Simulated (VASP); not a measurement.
Write the native input for VASP 6.6.1 that does the following.

| Quantity | Value |
| --- | --- |
| Task | single point |
| Functional | PBE |
| Potentials or basis | VASP PAW PBE potentials, release 64 (In_d, P) |
| Cutoff | 520 eV |
| k mesh | 10 × 10 × 10 |
| Occupations | gaussian, width 0.02 eV |
| Spin | no spin polarisation |
| Dipole correction | no |
| Further INCAR settings | ALGO = Fast; EDIFF = 1e-06; NBANDS = 16 |

The structure of InP lies in POSCAR:

```
InP
1.0
    0.0000000000      2.9800342060      2.9800342060
    2.9800342060      0.0000000000      2.9800342060
    2.9800342060      2.9800342060      0.0000000000
In P
1 1
Direct
    0.0000000000      0.0000000000      0.0000000000
    0.2500000000      0.2500000000      0.2500000000
```

These files were run (other wordings do the same):

INCAR

```
PREC = Accurate ; ENCUT = 520
EDIFF = 1E-6 ; ISMEAR = 0
SIGMA = 0.02 ; LREAL = F
LASPH = T ; NELM = 80
ALGO = Fast ; ISIF = 2
LWAVE = F ; LCHARG = F
GGA = PE ; NBANDS = 16
```

KPOINTS

```
Automatic mesh
0
Gamma
  10 10 10
```

Potentials or basis: VASP PAW PBE potentials, release 64 (In_d, P).

Command:

```console
$ cat potpaw_PBE.64/In_d/POTCAR potpaw_PBE.64/P/POTCAR > POTCAR
$ mpirun -np 1 vasp_std > vasp.out
```

Results of the run:

```yaml
Pressure: -0.1 GPa
Band_gap_on_the_k_mesh: 0.44 eV, direct
```

Caveat: spin-orbit coupling is left out, which moves the levels of the heavy elements.

Wall time 31 s on 1 thread of Intel(R) Xeon(R) Platinum 8488C (Sapphire Rapids), with other jobs on the host, peak memory 0.19 GiB.
